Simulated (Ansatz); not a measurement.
# InP: the cost of one run

Program: Ansatz 0.2.0. Level of theory: DFT PBEsol, scalar-relativistic, plane waves, PAW. These are calculated values, not measurements.

1 further run of the same task is left out (set aside as unsound or not needed).

## 1. The starting structure

The structure is cubic, space group Fm-3m (No. 225). The conventional cell has a = 5.462 Å, b = 5.462 Å, c = 5.462 Å, α = 90.00°, β = 90.00°, γ = 90.00°. Around In (site symmetry m-3m) lie 6 P at 2.73 Å. P (site symmetry m-3m) has 6 In at 2.73 Å as nearest neighbours.

Structure file:

```
In P
1.0
     0.00000    2.73107    2.73107
     2.73107    0.00000    2.73107
     2.73107    2.73107    0.00000
In P
1 1
Cartesian
  0.0000 0.0000 0.0000
  2.7311 2.7311 2.7311
```

It is the result of an earlier relaxation at this level (volume 20.37 Å³/atom; gap on the mesh: none (metal)).

## 2. Phonons at Γ, at rest

File input.yaml:

```yaml
crystal:
  lattice:
    - [0.0, 2.7310715421, 2.7310715421]
    - [2.7310715421, 0.0, 2.7310715421]
    - [2.7310715421, 2.7310715421, 0.0]
  atoms:
    - { symbol: In, position: [0.0, 0.0, 0.0] }
    - { symbol: P, position: [0.5, 0.5, 0.5] }
basis:
  ecutwfc: 420
kpoints:
  mp_grid: { grid: [14, 14, 14] }
hamiltonian:
  xc: pbesol
scf:
  occupations: { method: fermi_dirac, width: 0.15 }
output:
  eigenvalues: true
phonons:
  method: dfpt
  eigenvectors: true
```

Launch:

```
$ ansatz run input.yaml --threads 1 --pin off --max-ram 3072MiB --backend cpu --events-out ev --progress --plain --runs-dir out
```

What time and memory should one allow on 1 thread of Intel Xeon Platinum 8488C (Sapphire Rapids), shared host?

About 29 s, with a peak of 0.78 GiB.
